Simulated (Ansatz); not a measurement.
Task: a calculation of the elastic constants of AlN, space group F-43m, with the Python package of Ansatz (0.2.0). Give the script and its output. Level of theory (first run): PBEsol, PAW, cutoff 558 eV, 10×10×10 k-points, fixed occupations, D3BJATM dispersion.

```
CELL_PARAMETERS angstrom
0.00000 2.18399 2.18399
2.18399 0.00000 2.18399
2.18399 2.18399 0.00000
ATOMIC_POSITIONS crystal
Al 0.00000 0.00000 0.00000
N 0.75000 0.75000 0.75000
```

`aln.py`:
```python
from dataclasses import replace
import logging
import sys
import warnings

import ansatz as az
import numpy as np
from pymatgen.core import Lattice, Structure
from pymatgen.io.ase import AseAtomsAdaptor

logging.basicConfig(stream=sys.stdout, format="%(levelname)s %(message)s")
logger = logging.getLogger("calc")
logger.setLevel(logging.INFO)

warnings.simplefilter("ignore", az.DeckWarning)

pmg_structure = Structure(
    Lattice([(0.0, 2.183994, 2.183994), (2.183994, 0.0, 2.183994), (2.183994, 2.183994, 0.0)]),
    ["Al", "N"],
    [
        (0.0, 0.0, 0.0),
        (0.75, 0.75, 0.75),
    ],
)
system = az.Crystal.from_ase(AseAtomsAdaptor.get_atoms(pmg_structure))

calculation = (
    system.calculation()
    .basis(41 * az.Ry)
    .functional("pbesol", dispersion="d3bjatm")
    .occupations("fixed")
    .pseudopotentials("paw")
    .kpoints(10, 10, 10)
)
rest = calculation.relax(cell=True).run().lattice
relaxed = az.Crystal(lattice=az.Lattice.of(rest.cell_ang))
for site in rest.sites:
    relaxed = relaxed.atom(site.symbol, site.position_frac)
calculation = replace(calculation, crystal=relaxed)
logger.info("relaxed volume {:.3f} A^3".format(abs(np.linalg.det(rest.cell_ang))))
res = calculation.elastic("relaxed_ion", amplitude=0.005).run()
elastic = res.elastic

print(np.array2string(np.round(elastic.c_gpa, 1) + 0.0, suppress_small=True))
print("Voigt stress of the unstrained cell (GPa, tension positive):", np.round(elastic.sigma0_gpa, 3) + 0.0)
print("smallest eigenvalue of C:", round(elastic.stability.min_eigenvalue_gpa, 1), "GPa; tensor positive definite:", elastic.stability.min_eigenvalue_gpa > 0)
if elastic.stability.min_eigenvalue_gpa > 0:
    m = elastic.moduli
    anisotropy = 5 * m.g_voigt_gpa / m.g_reuss_gpa + m.k_voigt_gpa / m.k_reuss_gpa - 6
    logger.info(f"Voigt K {m.k_voigt_gpa:.1f} G {m.g_voigt_gpa:.1f}; Reuss K {m.k_reuss_gpa:.1f} G {m.g_reuss_gpa:.1f}; universal anisotropy index {anisotropy:.3f}")
```

Running `python aln.py` prints:
```text
INFO relaxed volume 20.665 A^3
[[291.4 164.4 164.4   0.    0.    0. ]
 [164.4 291.4 164.4   0.    0.    0. ]
 [164.4 164.4 291.4   0.    0.    0. ]
 [  0.    0.    0.  181.9   0.    0. ]
 [  0.    0.    0.    0.  181.9   0. ]
 [  0.    0.    0.    0.    0.  181.9]]
Voigt stress of the unstrained cell (GPa, tension positive): [-0.011 -0.011 -0.011  0.     0.     0.   ]
smallest eigenvalue of C: 127.0 GPa; tensor positive definite: True
INFO Voigt K 206.8 G 134.5; Reuss K 206.8 G 104.2; universal anisotropy index 1.456
```

With fixed filling the reported Fermi level is the top filled level among the k-points of the SCF. A positive definite tensor excludes instabilities under uniform strain alone; phonons elsewhere in the zone can still be imaginary. The structure comes from a database of computed cells and needn't be a stable or known phase. The constants belong to the cell that was strained; where it wasn't relaxed first it may be under stress. Timing: 75 s on 1 thread of Intel(R) Xeon(R) Processor @ 2.30GHz (shared host), peak memory 0.62 GiB.
